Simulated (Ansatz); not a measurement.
**Cr, simple cubic: how the functional moves the structure**

All rows: Ansatz, plane waves with scalar-relativistic PAW, 420 eV (500 eV for the SCAN forms), relaxed under each functional, no dispersion correction, no zero-point motion. B₀ comes from uniform scaling at fixed shape; a dash is a value not given.

```tsv
functional	V (Å³/atom)	cell	B₀ (GPa)	magnetic state	ΔE to bcc (meV/atom)
PBE	12.82	a = 2.340 Å	188	non-magnetic	1042
r²SCAN	16.06	a = 2.523 Å	56	antiferromagnetic, largest moment 3.17 μB in the atomic sphere	1004
PBEsol	12.28	a = 2.307 Å	205	spin not included	1071
LDA	11.89	a = 2.282 Å	221	spin not included	1046
RPBE	14.91	a = 2.461 Å	43	antiferromagnetic, largest moment 2.35 μB in the atomic sphere	1012
BLYP	13.29	a = 2.369 Å	-	non-magnetic	865
```

Question: What does revPBE give?

Answer: V (Å³/atom): 14.14; cell: a = 2.418 Å; magnetic state: antiferromagnetic, largest moment 1.93 μB in the atomic sphere; ΔE to bcc (meV/atom): 1027.

Real chromium orders in an incommensurate spin-density wave, which this two-atom cell only mimics.
